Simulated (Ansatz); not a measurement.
**How the gap and the level of V_O in Al2O3 (R-3c) follow the exchange fraction**

Aim: the (+1/0) level of V_O in Al2O3 (R-3c) as a function of the share of exact exchange, with the cost of each choice. The model is a cell of 80 host atoms with 1 O taken out; the atoms are relaxed once and then held.

Method: plane-wave PAW DFT; relaxations with PBEsol, then single points with PBEsol and HSE06 form with several shares of exact exchange, on supercells at fixed charge in a uniform background, in Ansatz 0.2.0.

## (1) The starting structure

The cell holds 79 atoms: 32 Al and 47 O. Cell: a = 10.278 Å, b = 10.278 Å, c = 10.278 Å, α = 55.3°, β = 55.3°, γ = 55.3°. It derives from Al2O3 (space group R-3c). Nearest the centre at fractional (0.625, 0.278, 0.472): Al2 at 1.86 Å, Al41 at 1.86 Å, Al53 at 1.97 Å, Al52 at 1.97 Å, O79 at 2.53 Å, O16 at 2.53 Å, O57 at 2.62 Å, O18 at 2.62 Å. The cell carries charge +1.

As a file:

```xyz
79
Lattice="4.7733 2.7559 8.6752 -4.7733 2.7559 8.6752 0.0000 -5.5117 8.6752" Properties=species:S:1:pos:R:3 pbc="T T T"
Al    0.0000    0.0000    8.4318
Al    0.0000    0.0000   11.0875
Al    0.0000    0.0000    1.9254
Al    0.0000    0.0000    4.5810
O     0.9268   -1.3779    5.4220
O     1.6567    0.1137    7.5908
O    -1.6567   -0.1137    5.4220
O     0.7299    1.4916    5.4220
O    -0.7299   -1.4916    7.5908
O    -0.9268    1.3779    7.5908
Al    0.0000   -2.7559   12.7694
Al    0.0000   -2.7559   15.4251
Al    0.0000   -2.7559    6.2630
Al    0.0000   -2.7559    8.9187
O     0.9268   -4.1338    9.7597
O     1.6567   -2.6422   11.9285
O    -1.6567   -2.8695    9.7597
O     0.7299   -1.2643    9.7597
O    -0.7299   -4.2475   11.9285
O    -0.9268   -1.3779   11.9285
Al   -2.3867    1.3779   12.7694
Al   -2.3867    1.3779   15.4251
Al   -2.3867    1.3779    6.2630
Al   -2.3867    1.3779    8.9187
O    -1.4599    0.0000    9.7597
O    -0.7299    1.4916   11.9285
O    -4.0434    1.2643    9.7597
O    -1.6567    2.8695    9.7597
O    -3.1166   -0.1137   11.9285
O    -3.3134    2.7559   11.9285
Al   -2.3867   -1.3779   17.1071
Al   -2.3867   -1.3779   19.7627
Al   -2.3867   -1.3779   10.6006
Al   -2.3867   -1.3779   13.2563
O    -1.4599   -2.7559   14.0973
O    -0.7299   -1.2643   16.2661
O    -4.0434   -1.4916   14.0973
O    -1.6567    0.1137   14.0973
O    -3.1166   -2.8695   16.2661
O    -3.3134    0.0000   16.2661
Al    2.3867    1.3779   12.7694
Al    2.3867    1.3779   15.4251
Al    2.3867    1.3779    6.2630
Al    2.3867    1.3779    8.9187
O     3.3134    0.0000    9.7597
O     4.0434    1.4916   11.9285
O     0.7299    1.2643    9.7597
O     3.1166    2.8695    9.7597
O     1.4599    2.7559   11.9285
Al    2.3867   -1.3779   17.1071
Al    2.3867   -1.3779   19.7627
Al    2.3867   -1.3779   10.6006
Al    2.3867   -1.3779   13.2563
O     3.3134   -2.7559   14.0973
O     4.0434   -1.2643   16.2661
O     0.7299   -1.4916   14.0973
O     3.1166    0.1137   14.0973
O     1.6567   -2.8695   16.2661
O     1.4599    0.0000   16.2661
Al    0.0000    2.7559   17.1071
Al    0.0000    2.7559   19.7627
Al    0.0000    2.7559   10.6006
Al    0.0000    2.7559   13.2563
O     0.9268    1.3779   14.0973
O     1.6567    2.8695   16.2661
O    -1.6567    2.6422   14.0973
O     0.7299    4.2475   14.0973
O    -0.7299    1.2643   16.2661
O    -0.9268    4.1338   16.2661
Al    0.0000    0.0000   21.4447
Al    0.0000    0.0000   24.1003
Al    0.0000    0.0000   14.9383
Al    0.0000    0.0000   17.5939
O     0.9268   -1.3779   18.4349
O     1.6567    0.1137   20.6037
O    -1.6567   -0.1137   18.4349
O     0.7299    1.4916   18.4349
O    -0.7299   -1.4916   20.6037
O    -0.9268    1.3779   20.6037
```

The host's dielectric constants go in as inputs: (3.29, 3.29, 3.26) for the electrons alone, (9.66, 9.66, 11.75) with the ions, computed on the host (DFPT, PBEsol).

The cell's shortest repeat is 9.5 Å.

## (2) Relaxing both charge states, PBEsol

The study needs fixed structures, so each charge is relaxed once, at one point at (¼, ¼, ¼), from small random displacements that break the symmetry of the site.

qp1_M1.relax/input.yaml

```yaml
crystal:
  lattice:
    - [2.38665272, 1.37793459, 4.33762225]
    - [-2.38665272, 1.37793459, 4.33762225]
    - [0.0, -2.75586919, 4.33762225]
  atoms:
    - { symbol: Al, position: [0.647953, 0.647953, 0.647953] }
    - { symbol: Al, position: [0.852047, 0.852047, 0.852047] }
    - { symbol: Al, position: [0.147953, 0.147953, 0.147953] }
    - { symbol: Al, position: [0.352047, 0.352047, 0.352047] }
    - { symbol: O, position: [0.444168, 0.055832, 0.75] }
    - { symbol: O, position: [0.944168, 0.25, 0.555832] }
    - { symbol: O, position: [0.055832, 0.75, 0.444168] }
    - { symbol: O, position: [0.75, 0.444168, 0.055832] }
    - { symbol: O, position: [0.25, 0.555832, 0.944168] }
    - { symbol: O, position: [0.555832, 0.944168, 0.25] }
  supercell: [2, 2, 2]
  defects: [{ vacancy: 48 }]
total_charge: 1
basis:
  ecutwfc: 420
  xc_grid: 2
hamiltonian:
  xc: pbesol
  pseudopotentials: { kind: paw, azcp: { folder: soft_1 }, xc_functional: pbe }
kpoints:
  mp_grid: { grid: [1, 1, 1], shift: [0.25, 0.25, 0.25] }
magnetization:
  spin_polarized: true
  initial_magnetization: 1
  spin_locking: { lock_magnetization: hard }
scf:
  occupations: { method: fixed }
  max_iter: 100
output:
  forces: true
  charged_corrections:
    epsilon: [3.29, 3.29, 3.26]
    static_epsilon: [9.66, 9.66, 11.75]
    defect_position: [0.625, 0.277916, 0.472084]
relax:
  f_tol: 0.015
  max_steps: 60
  random_displacement: { amplitude: 0.04, seed: 3180 }
checkpoint:
  write: "../qp1_M1.relax.run"
  compress: false
  write_wavefunctions: true
  write_every: 100000
```

Run with:

```sh
> ansatz run input.yaml --threads 32 --pin off --max-ram 84787MiB --backend cuda --events-out ev --progress --plain --runs-dir out --max-vram 78GiB
```

Numbers of over 12 decimals in the logs are rounded to 6 here.

What it wrote:

```text
[... repeated set-up lines and file paths are left out, and long positions are rounded to six places ...]
Engine: ansatz 0.2.0, aarch64-unknown-linux-gnu
Pseudopotentials: kind: paw
Pseudopotential: Al, paw, valence charge 3, recommended cutoff 420 eV (normal), soft_1/Al.paw.azcp
Pseudopotential: O, paw, valence charge 6, recommended cutoff 420 eV (normal), soft_1/O.paw.azcp
Functional definition: PBEsol
  exchange = pbesol_x
  correlation = pbesol_c
[...]
Crystal: 79 atoms, lattice volume = 684.717 Å³
Basis set: ecut = 420 eV, 13355 PW (Γ), exchange–correlation on 144×144×144 points (8 copies of the dense FFT grid, shifted against one another)
Bands: 268, of which v1, the nominal top of the filled ones, is band 189 counted from 1 (188 counted from 0)
Symmetry: 1 space group operations
k-points: 1
Non-local potential: Al, projectors of the file, l = 0: 2, l = 1: 2, l = 2: 1
Non-local potential: O, projectors of the file, l = 0: 2, l = 1: 2, l = 2: 1
PAW form: soft (Blöchl's): semilocal exchange-correlation on the pseudo side does not see the compensation charge
PAW frozen core: Al, regenerated for the run's functional, and the local potential with it (the file was generated under x = pbe(κ = 0.804, μ = 0.219515), c = pbe(β = 0.066725))
PAW frozen core: O, regenerated for the run's functional, and the local potential with it (the file was generated under x = pbe(κ = 0.804, μ = 0.219515), c = pbe(β = 0.066725))
PAW one-centre angular grid: Al, 110 points (default); XC on 64 Gauss nodes
PAW one-centre angular grid: O, 110 points (default); XC on 64 Gauss nodes
Initial density: superposition of atomic densities (chi_scale 0.1, normalization cell, long waves kept (reshape's long-wave potential 0.19 eV rms))
Starting moments: Σ|m| = 1 μB on 79 of 79 sites
Initial wavefunctions: pseudopotential atomic-orbital guess
[...]
Functional: x = pbesol(κ = 0.804, μ = 0.123457), c = pbesol(β = 0.046)
SCF iter   1: F=—  HF=-43302.312456 eV  |Δ(HF+E_count)|=         —  Δρ=6.18e-2 (↑6.07e-2 ↓6.18e-2)  dr2=9.82e1  dr2_m=8.67e-2  M=1.000 μB ∫|m|=1.015 μB  Hψ=1612
preconditioner: auto → Resta (q_TF=auto, 2.470 Å⁻¹)  ε∞=3.3  [insulator: Δε(μ)=3.527 eV  Ē_g=18.205 eV  n_scr=174 (ndim 8)  ℏωp=27.6 eV  f_vac=0.000  ε∞_Penn≈3.3]
spin=Collinear: Resta preconditioning applied to the charge; magnetization (m = ρ↑ − ρ↓) channel mixes plain (no charge-response kernel on spin).
SCF iter   2: F=—  HF=-43280.905245 eV  |Δ(HF+E_count)|=    2.14e1  Δρ=2.94e-2 (↑2.87e-2 ↓2.94e-2)  dr2=2.36e1  dr2_m=4.44e-2  M=1.000 μB ∫|m|=1.015 μB  Hψ=916
[...]
SCF iter   9: F=-43274.272568 eV  HF=-43274.272568 eV  |Δ(HF+E_count)|=   2.71e-6  Δρ=4.33e-6 (↑4.33e-6 ↓4.10e-6)  dr2=3.07e-7  dr2_m=2.24e-9  M=1.000 μB ∫|m|=1.033 μB  Hψ=1679
SCF 1 converged in 9 iterations: F = -43274.272568 eV  dr2 = 3.07e-7
[...]
relax step   1: F+E_penalty+E_count = -43274.27256810 eV  Δ(F+E_penalty+E_count) = +0.000e0 eV  max|allowed force component| = 1.902e0 eV/Å  Δτ_max = 0.0000 Å  (9 SCF iters, dr2 threshold 5.63e-6 eV, accepted)
[...]
relax step   2: F+E_penalty+E_count = -43275.48514676 eV  Δ(F+E_penalty+E_count) = -1.213e0 eV  max|allowed force component| = 8.872e-1 eV/Å  Δτ_max = 0.0812 Å  (5 SCF iters, dr2 threshold 1.00e-4 eV, accepted)
[...]
relax step   4: F+E_penalty+E_count = -43276.09440885 eV  Δ(F+E_penalty+E_count) = -3.032e-3 eV  max|allowed force component| = 9.885e-3 eV/Å  Δτ_max = 0.0072 Å  (5 SCF iters, dr2 threshold 3.15e-7 eV, accepted)
[...]
relax step   5: F+E_penalty+E_count = -43276.09440889 eV  Δ(F+E_penalty+E_count) = -4.783e-8 eV  max|allowed force component| = 9.879e-3 eV/Å  Δτ_max = 0.0000 Å  (2 SCF iters, accepted)
[...]
NSCF: frozen V_eff on 1 k-points
[...]
SCF converged after 2 iterations
Magnetization: 1.0000 μB (189.0000 up, 188.0000 down)
Absolute magnetization: 1.0323 μB (∫|ρ↑−ρ↓|, with the PAW one-centre terms)
Spin contamination: 0.0020 ħ² per cell (⟨S²⟩ above its minimum at these occupations)
Per-site moments (μB) at R_I (Å): [(0.000187698, 0.761895), (0.019189, 0.760046), (0.000189251, 0.765738), [... 6 left out ...]
Free energy (F): -43276.094409 eV
Harris-Foulkes:  -43276.094409 eV  (|F-HF|=2.97e-9)
Internal energy: -43276.094409 eV  (E = F + TS)
E sigma→0 (E₀):  -43276.094409 eV
Fermi energy:    9.804163 (↑ 9.804163, ↓ 7.324588) eV
--- Per-component energies (eV) ---
  E_band       = 404.746687
  E_kinetic    = 8901.548684
  E_local      = -15799.916014  (includes V_loc(G=0)·N_el)
  E_nonlocal   = 2771.365674
  E_hartree    = 6009.199930
  E_xc         = -4596.834648
  E_vxc        = -5307.465237  (∫ρ·V_xc dr)
  E_paw        = -22019.213514  (= ΣΔE_a)
  E_vpaw       = -2179.223918  (= ΣTr[D̂ρ^β])
  E_aug_tail   = 0.037212  (compensation charges beyond the density's cutoff)
  E_ewald      = -18544.552715
  E_core_change = 2.270982  (= ΣΔE_core)
  E_smearing   = -0.000000  (= −TS)
  E_closure    = 0.000000  (closes the sum)
  E_deformation_potential = 18.414363  (in the stress; not in F)
  Σ components = -43276.094409   (vs F -43276.094409, Δ=0.00e0)
--- Forces (eV/Å), atoms counted from 1 ---
  atom   1  Al    -0.00136023     0.00220909    -0.00404849
  atom   2  Al     0.00802474     0.00355935     0.00230025
  [... 4 atoms left out ...]
  [... 73 more lines of this table ...]
  max |Σ_I F_I| component: 2.41e-5 eV/Å
--- Charged-cell corrections in eV (Makov–Payne, q = +1.000 e, ε = [9.660, 9.660, 11.750]) ---
  F (periodic)     = -43276.094409  (uncorrected; the corrections below are reported, never added to it)
  E_corr1          = +0.228800  (monopole, q²α_M/2ε̄L, of the cell on which ε is isotropic)
  F Makov-Payne    = -43275.865609  (F + E_corr1; no measured alignment; for a localised charge, not one spread in a band: unchecked)
  no potential alignment in this run, which stands beside a crystal: run the host's input off ansatz write-host-input, and read the two finished runs by ansatz place-levels (neither reads a slab, a wire or a sheet, whose cell leaves a vacuum)
--- Band table (eV) ---
  k-point 0 ↑: bands = ["-11.6306", "-11.1218", "-10.7240", "-10.6750", "-10.6397", "-10.6237", "-10.5931", "-10.5549", "-10.4277", [... rest cut ...]
  k-point 0 ↓: bands = ["-11.6229", "-11.1135", "-10.7149", "-10.6617", "-10.6353", "-10.6196", "-10.5855", "-10.5438", "-10.4221", [... rest cut ...]
--- Relaxed structure (5 steps of the walk, 5 accepted, 0 SCFs on fresh bases) ---
  F+E_penalty+E_count = -43276.09440889 eV   max|allowed force component| = 9.879e-3 eV/Å
  atoms:
    - { symbol: Al, position: [0.322340, 0.323356, 0.323164] }
    - { symbol: Al, position: [0.413926, 0.434177, 0.422929] }
    [... 4 atoms left out ...]
  [... 73 more lines of this table ...]
```

Elapsed: 5.4 s, on 1 × NVIDIA GB200 with 32 threads of Arm Neoverse V2, shared host; peak memory 1.4 GiB; 16 s of CPU time.

The steps of the relaxation:

```
step  energy less that of the first step (eV)  largest force component (eV/Å)
   1                                   0.0000                          1.9024
   2                                  -1.2126                          0.8872
   3                                  -1.8188                          0.0710
   4                                  -1.8218                          0.0099
   5                                  -1.8218                          0.0099
```

The atoms that moved most (Å, from the sites as typed, ahead of the random displacement, the mean shift of all atoms taken out):

```
atom      dx      dy      dz  length
 Al2  -0.092   0.010  -0.064   0.112
Al41   0.037   0.084   0.063   0.111
Al52   0.030  -0.071  -0.067   0.102
Al53   0.046  -0.061   0.067   0.102
 O16   0.004   0.061  -0.008   0.062
 O79  -0.055   0.027   0.007   0.062
 O56   0.019   0.028  -0.035   0.049
 O45  -0.034  -0.002   0.035   0.049
```

The atoms nearest to the centre after the run:

```
atom  distance (Å)
Al41         1.968
 Al2         1.975
Al52         2.074
Al53         2.077
 O79         2.465
 O16         2.471
 O57         2.597
 O18         2.599
```

```
charge  moment set (μB)  steps  largest displacement (Å)   time
     0                0      5                      0.10  4.8 s
    +1                1      5                      0.11  5.4 s
```

The relaxation ends 23 meV an atom lower than the displaced start, with a largest force component of 0.0099 eV/Å.

[end of part 1 of 2]

[Logs are printed without paths, hosts, clocks, repeated set-up lines and the standing remarks that a program may print on its own settings, such as how far it seeks lower states.]

[Hosts, paths, dates, database ids (printed as entryN), source tags and the programs' standing remarks are cut or masked in the printed files.]

[Where a table of states has a column of steps, it counts the stored structures, which are thinned; the runs took as many ionic steps or more.]

[For some hosts the program warned that the k-mesh of the response run may be too coarse for force constants and the static dielectric constant; such warnings are not shown here.]
